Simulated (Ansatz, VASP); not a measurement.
# Al2Au in VASP and in Ansatz

INCAR

```
PREC     = Accurate       # precision mode
ENCUT    = 520            # plane-wave cutoff, eV
EDIFF    = 1E-7           # SCF threshold, eV
ISMEAR   = -1             # smearing method
SIGMA    = 0.05           # smearing width, eV
LREAL    = False          # projectors in reciprocal space
LASPH    = True           # aspherical terms in the spheres
NELM     = 80             # most SCF steps
ALGO     = Normal         # electronic algorithm
ISIF     = 2              # what is computed and relaxed
LWAVE    = False          # write WAVECAR
LCHARG   = False          # write CHGCAR
GGA      = PS             # functional
NBANDS   = 16             # bands
```

The input KPOINTS:

```
regular mesh
0
Gamma
  8 8 8
```

Contents of POSCAR:

```
Al2Au
1.0
    0.0000000000      3.0000000000      3.0000000000
    3.0000000000      0.0000000000      3.0000000000
    3.0000000000      3.0000000000      0.0000000000
Au Al
1 2
Direct
   -0.0093480000     -0.0091520000      0.0113400000
    0.7310250000      0.7567500000      0.7631390000
    0.2417210000      0.2516200000      0.2599490000
```

Contents of input.yaml:

```yaml
crystal:
  lattice:
    - [0.0, 3.0, 3.0]
    - [3.0, 0.0, 3.0]
    - [3.0, 3.0, 0.0]
  atoms:
    - { symbol: Au, position: [-0.009348, -0.009152, 0.01134] }
    - { symbol: Al, position: [0.731025, 0.75675, 0.763139] }
    - { symbol: Al, position: [0.241721, 0.25162, 0.259949] }
hamiltonian:
  xc: pbesol
  pseudopotentials: { kind: paw }
kpoints:
  mp_grid: { grid: [8, 8, 8] }
scf:
  occupations: { method: fermi_dirac, width: 0.05 }
output:
  forces: true
  stress: true
  eigenvalues: true
```

Change from the starting cell: atoms moved at random, drawn with an rms of 0.05 Å.

Alike in both runs: task single point; functional PBEsol; k mesh 8 × 8 × 8; occupations fermi-dirac, width 0.05 eV; no spin polarisation.

|  | VASP | Ansatz |
| --- | --- | --- |
| version | VASP 6.6.1 | Ansatz 0.2.0 |
| potentials or method | VASP PAW PBE potentials, release 64 (Au, Al) | Ansatz PAW |
| plane-wave cutoff (eV) | 520 | 420 |
| valence electrons in the cell | 17 | 25 |

Ansatz gave:

| Quantity | Value |
| --- | --- |
| gap on the k mesh at the Fermi level (eV) | none |
| pressure (GPa) | 0.2 |
| largest component of the traceless stress (GPa) | 0.47 |
| rms of the force components (eV/Å) | 0.171 |

Question: Estimate VASP's values.

Answer: gap on the k mesh at the Fermi level (eV): none; pressure (GPa): 0.0; largest component of the traceless stress (GPa): 0.47; rms of the force components (eV/Å): 0.171.

Atom by atom the forces differ by 0.000 eV/Å (rms over components). A gap of «none» marks a metal or a gap that the smearing closes. The two sets of potentials don't hold the same shells in valence.

Caveats: the PAW data sets were made with another functional, which shifts forces and pressure a little (VASP); the PAW data sets come from PBE, with cores solved anew for the run's functional, which leaves a small shift of forces and pressure (Ansatz). Spin-orbit coupling is left out, which matters for the levels of Au.
